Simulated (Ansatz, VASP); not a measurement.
## Sb in VASP and in Ansatz

```
Sb
1.0
     3.43638    0.00000    0.00000
    -1.71819    2.97599    0.00000
     0.00000    0.00000    5.33000
Sb
2
Direct
  0.33333 0.66667 0.25000
  0.66667 0.33333 0.75000
```

Change from the starting cell: equal xx and yy strain of +2 %.

Alike in both runs: task single point; functional LDA; k mesh 12 × 12 × 7; occupations fermi-dirac, width 0.03 eV; no spin polarisation.

```csv
,VASP,Ansatz
version,VASP 6.6.1,Ansatz 0.2.0
potentials or method,"VASP PAW LDA potentials, release 64 (Sb), cutoff 520 eV","all-electron LAPW, scalar-relativistic"
```

Ansatz gave:

```
pressure (GPa)                                  : -3.8
largest component of the traceless stress (GPa) : 0.30
```

Estimate VASP's values.

pressure (GPa): -3.7; largest component of the traceless stress (GPa): 0.31.

Ansatz ran all-electron here, so the differences hold the error of VASP's frozen core and of both bases.

The runs have no spin-orbit coupling, so splittings on Sb are missing.
